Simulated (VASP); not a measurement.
SnS2 (Berndtite-2T):

```
Sn S
1.0
     3.63900    0.00000    0.00000
    -1.81950    3.15147    0.00000
     0.00000    0.00000    5.86800
Sn S
1 2
Cartesian
  0.0000 0.0000 0.0000
  0.0000 2.1010 1.4670
  1.8195 1.0505 4.4010
```

| Item | Value |
| --- | --- |
| Program | VASP 6.6.1 |
| Task | relaxation of cell and atoms |
| Functional | PBE |
| Dispersion | D3(BJ) |
| Potentials or basis | VASP PAW PBE potentials, release 64 (Sn_d, S) |
| Cutoff | 600 eV |
| k mesh | 9 × 9 × 5 |
| Occupations | gaussian, width 0.03 eV |
| Spin | no spin polarisation |

At the start: pressure 1.7 GPa; volume 22.43 Å³/atom.

Task: Where does the relaxation end?

Result: Over 14 steps the energy falls by 3.1 meV/atom and the volume is 22.57 Å³/atom (+0.6 %); space group P-3m1 (No. 164, to 0.05 Å).

The path:
| step | energy change (eV) | largest force (eV/Å) | pressure (GPa) | volume (Å³) |
| --- | --- | --- | --- | --- |
| 1 | 0.0000 | 0.2533 | 1.72 | 67.30 |
| 2 | -0.0012 | 0.1919 | -1.55 | 69.66 |
| 3 | -0.0080 | 0.0160 | -0.06 | 68.51 |
| 4 | -0.0080 | 0.0202 | 0.00 | 68.48 |
| 5 | -0.0082 | 0.0292 | 0.00 | 68.45 |
| 6 | -0.0085 | 0.0517 | -0.04 | 68.37 |
| 7 | -0.0087 | 0.0381 | -0.07 | 68.31 |
| 8 | -0.0091 | 0.0001 | -0.17 | 68.12 |
| 9 | -0.0092 | 0.0182 | -0.23 | 68.02 |
| 10 | -0.0093 | 0.0098 | -0.08 | 67.86 |
| 11 | -0.0093 | 0.0081 | -0.09 | 67.82 |
| 12 | -0.0094 | 0.0046 | -0.03 | 67.75 |
| 13 | -0.0094 | 0.0027 | 0.08 | 67.62 |
| 14 | -0.0094 | 0.0018 | -0.01 | 67.70 |

Final structure:
```
Sn S
1.0
     3.66721    0.00000    0.00000
    -1.83361    3.17590    0.00000
     0.00000    0.00000    5.81303
Sn S
1 2
Direct
  0.00000 0.00000 0.00000
  0.33333 0.66667 0.25437
  0.66667 0.33333 0.74563
```
